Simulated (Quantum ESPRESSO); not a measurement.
# TiO2 (P4_2/mnm) in Quantum ESPRESSO: further runs, part 2 of 2

Quantum ESPRESSO 7.5. Earlier steps stand in the parts before.

### 3 Relaxation of cell and atoms, revPBE+D4

Contents of run.py:

```python
import numpy as np
from ase.calculators.espresso import Espresso, EspressoProfile
from ase import Atoms

atoms = Atoms(['Ti', 'Ti', 'O', 'O', 'O', 'O'],
              cell=[[4.5998373239, 0.0, 0.0], [0.0, 4.5998373239, 0.0], [0.0, 0.0, 2.95921356]],
              scaled_positions=[[0.0, 0.0, 0.5], [0.5, 0.5, 0.0], [0.30432132, 0.30432132, 0.5], [0.19567868, 0.80432132, 0.0], [0.80432132, 0.19567868, 0.0], [0.69567868, 0.69567868, 0.5]],
              pbc=True)

input_data = {
    'control': {'calculation': 'scf', 'prefix': 'pwscf', 'outdir': './tmp', 'tprnfor': True, 'tstress': True, 'disk_io': 'low'},
    'system': {'ecutwfc': 84.0, 'nbnd': 33, 'input_dft': 'revpbe', 'occupations': 'smearing', 'smearing': 'fd', 'degauss': 0.00367493},
    'electrons': {'conv_thr': 1.2e-09, 'electron_maxstep': 120, 'mixing_beta': 0.5},
}
pseudopotentials = {'O': 'O.upf', 'Ti': 'Ti.upf'}
profile = EspressoProfile(command='pw.x', pseudo_dir='pseudo')
dft = Espresso(profile=profile, input_data=input_data, pseudopotentials=pseudopotentials, kpts=(5, 5, 8), koffset=(0, 0, 0))
from ase.calculators.mixing import SumCalculator
from dftd4.ase import DFTD4
d4 = DFTD4(method='revpbe')
atoms.calc = SumCalculator([dft, d4])

from ase.optimize import LBFGS
from ase.filters import FrechetCellFilter
done = LBFGS(FrechetCellFilter(atoms), trajectory='opt.traj').run(fmax=0.02, steps=30)
print('converged', done)
print('cell (A)', np.round(atoms.cell.cellpar(), 5))
print(f'energy {atoms.get_potential_energy():.8f} eV')
print('forces (eV/A)')
print(np.round(atoms.get_forces(), 6))
print('stress (eV/A^3, Voigt)')
print(np.round(atoms.get_stress(), 8))
print(f'Fermi level {dft.get_fermi_level():.4f} eV')
print(f'D4 part {d4.get_potential_energy(atoms):.8f} eV')
atoms.write('final.traj')
```

Potentials or basis: PseudoDojo 0.4.1 SR PBE standard.

Command:

```sh
$ OMP_NUM_THREADS=1 python run.py
```

Standard output:

```text
Step          Energy          fmax
LBFGS:    0    -5044.276424        0.178679
LBFGS:    1    -5044.277495        0.156523
LBFGS:    2    -5044.280891        0.063208
LBFGS:    3    -5044.281100        0.050595
LBFGS:    4    -5044.281406        0.014082
converged True
cell (A) [ 4.5837   4.5837   2.94781 90.      90.      90.     ]
energy -5044.28140609 eV
forces (eV/A)
[[ 0.        0.       -0.      ]
 [-0.        0.       -0.      ]
 [ 0.000269  0.000269  0.      ]
 [-0.000269  0.000269 -0.      ]
 [ 0.000269 -0.000269  0.      ]
 [-0.000269 -0.000269  0.      ]]
stress (eV/A^3, Voigt)
[ 0.00062021  0.00062021 -0.00136422  0.          0.          0.        ]
Fermi level 10.2996 eV
D4 part -2.56225175 eV
```

espresso.pwi:

```text
&CONTROL
   calculation      = 'scf'
   tstress          = .true.
   tprnfor          = .true.
   outdir           = './tmp'
   prefix           = 'pwscf'
   disk_io          = 'low'
   pseudo_dir       = 'pseudo'
/
&SYSTEM
   nbnd             = 33
   ecutwfc          = 84.0
   occupations      = 'smearing'
   degauss          = 0.00367493
   smearing         = 'fd'
   input_dft        = 'revpbe'
   ntyp             = 2
   nat              = 6
   ibrav            = 0
/
&ELECTRONS
   electron_maxstep = 120
   conv_thr         = 1.2e-09
   mixing_beta      = 0.5
/
&IONS
/
&CELL
/
&FCP
/
&RISM
/
ATOMIC_SPECIES
Ti 47.867 Ti.upf
O 15.999 O.upf

K_POINTS automatic
5 5 8  0 0 0

CELL_PARAMETERS angstrom
4.58369649745400 0.00000000000000 -0.00000000000000
0.00000000000000 4.58369649745404 0.00000000000000
0.00000000000000 0.00000000000000 2.94780834515185

ATOMIC_POSITIONS angstrom
Ti 0.0000000000 0.0000000000 1.4739041726  
Ti 2.2918482487 2.2918482487 0.0000000000  
O 1.3944206425 1.3944206425 1.4739041726  
O 0.8974276063 3.6862688912 0.0000000000  
O 3.6862688912 0.8974276063 0.0000000000  
O 3.1892758550 3.1892758550 1.4739041726
```

espresso.pwo:

```text
This program is part of the open-source Quantum ESPRESSO suite
     for quantum simulation of materials; please cite
         "P. Giannozzi et al., J. Phys.:Condens. Matter 21 395502 (2009);
         "P. Giannozzi et al., J. Phys.:Condens. Matter 29 465901 (2017);
         "P. Giannozzi et al., J. Chem. Phys. 152 154105 (2020);
     in publications or presentations arising from this work. More details at

Warning: card &CELL ignored
Warning: card &FCP ignored
Warning: card &RISM ignored

     IMPORTANT: XC functional enforced from input :
     Exchange-correlation= REVPBE
                           (   1   4   4   4   0   0   0)
     Any further DFT definition will be discarded
     Please, verify this is what you really want

     Message from routine setup:
     using ibrav=0 with symmetry is DISCOURAGED, use correct ibrav instead

     G-vector sticks info
     --------------------
     sticks:   dense  smooth     PW     G-vecs:    dense   smooth      PW
     Sum        2009    2009    577                43465    43465    6777

     Using Slab Decomposition

     bravais-lattice index     =            0
     lattice parameter (alat)  =       8.6619  a.u.
     unit-cell volume          =     417.9531 (a.u.)^3
     number of atoms/cell      =            6
     number of atomic types    =            2
[... 100 lines left out ...]
     Starting wfcs are   36 randomized atomic wfcs

     Self-consistent Calculation

     iteration #  1     ecut=    84.00 Ry     beta= 0.50
     Davidson diagonalization with overlap
     ethr =  1.00E-02,  avg # of iterations =  2.0

     total energy              =    -369.40218859 Ry
     estimated scf accuracy    <       2.88302527 Ry
[... 85 lines left out ...]
     iteration # 14     ecut=    84.00 Ry     beta= 0.50
     Davidson diagonalization with overlap
     ethr =  2.18E-11,  avg # of iterations =  2.8

     End of self-consistent calculation

          k = 0.0000 0.0000 0.0000 (  5433 PWs)   bands (ev):

   -47.5633 -47.5457 -23.8885 -23.8885 -23.7200 -23.7200 -23.6723 -23.6377
    -8.8322  -7.6653  -6.9118  -6.9118   3.5780   3.9685   4.4432   5.5110
     5.5110   6.7936   6.7936   7.3614   8.6301   8.8805   8.8805   9.3445
    11.2709  11.5680  11.8112  11.9128  11.9128  13.8325  13.9879  16.0167
    16.0167
[... 227 lines left out ...]
   -47.5126 -47.5126 -24.1178 -24.1145 -23.7449 -23.7407 -23.7244 -23.7239
    -7.6404  -7.5242  -7.2539  -7.1314   4.4019   4.6882   4.8480   5.0291
     5.6671   5.9744   6.5894   6.6558   7.9427   8.0276   8.5186   8.6280
    11.6879  12.0460  12.5833  12.6388  12.6527  12.9643  14.7608  15.3666
    15.4383

     the Fermi energy is    10.2996 ev

!    total energy              =    -370.55955546 Ry
     estimated scf accuracy    <          3.5E-10 Ry
     smearing contrib. (-TS)   =      -0.00000000 Ry
     internal energy E=F+TS    =    -370.55955546 Ry

     The total energy is F=E-TS. E is the sum of the following terms:
     one-electron contribution =    -122.30057953 Ry
     hartree contribution      =      85.37306053 Ry
     xc contribution           =     -68.57970867 Ry
     ewald contribution        =    -265.05232780 Ry

     convergence has been achieved in  14 iterations

     Forces acting on atoms (cartesian axes, Ry/au):

     atom    1 type  1   force =     0.00000000    0.00000000    0.00000000
     atom    2 type  1   force =     0.00000000    0.00000000    0.00000000
     atom    3 type  2   force =    -0.00078954   -0.00078954   -0.00000000
     atom    4 type  2   force =     0.00078954   -0.00078954    0.00000000
     atom    5 type  2   force =    -0.00078954    0.00078954    0.00000000
     atom    6 type  2   force =     0.00078954    0.00078954   -0.00000000

     Total force =     0.002233     Total SCF correction =     0.000002

     Computing stress (Cartesian axis) and pressure

          total   stress  (Ry/bohr**3)                   (kbar)     P=       95.71
   0.00064409   0.00000000   0.00000000           94.75        0.00        0.00
   0.00000000   0.00064409   0.00000000            0.00       94.75        0.00
   0.00000000   0.00000000   0.00066364            0.00        0.00       97.62

=------------------------------------------------------------------------------=
   JOB DONE.
=------------------------------------------------------------------------------=
```

Wall time 5.8 min (1 thread of INTEL XEON PLATINUM 8581C at 2.10GHz (Emerald Rapids), shared host); peak memory 0.17 GiB.

Results:

| Property | Result |
| --- | --- |
| Free energy | -5044.2818 eV |
| Relaxed volume | 10.32 Å³/atom |
| Relaxed cell | a = 4.584 Å, b = 4.584 Å, c = 2.948 Å, α = 90.00°, β = 90.00°, γ = 90.00° |
| Space group after relaxing (to 0.05 Å) | P4_2/mnm (No. 136) |
| Energy gained by relaxing | 0.8 meV/atom |
| Ionic steps | 5 |
| Pressure after relaxing | 0.0 GPa |
| Band gap on the k mesh | 1.93 eV, direct |
| Dispersion energy per atom | -0.427 eV |

Stress tensor (GPa, compression positive):
```
-0.10  0.00  0.00
 0.00 -0.10  0.00
 0.00  0.00  0.22
```

Step by step:
```tsv
step	energy change (eV)	largest force (eV/Å)	pressure (GPa)	volume (Å³)
1	0.0000	0.0356	-2.45	62.61
2	-0.0011	0.0203	-2.17	62.54
3	-0.0045	0.0634	-0.26	62.05
4	-0.0047	0.0507	-0.17	62.02
5	-0.0050	0.0004	0.01	61.93
```

Final structure:
```
Ti O
1.0
     4.58370    0.00000    0.00000
     0.00000    4.58370    0.00000
     0.00000    0.00000    2.94781
Ti O
2 4
Cartesian
  0.0000 0.0000 1.4739
  2.2918 2.2918 0.0000
  1.3944 1.3944 1.4739
  0.8974 3.6863 0.0000
  3.6863 0.8974 0.0000
  3.1893 3.1893 1.4739
```

Caveat: the potentials were made for another functional, which shifts forces and pressure; an odd mesh through Γ misses points on the zone boundary, where band edges often lie.
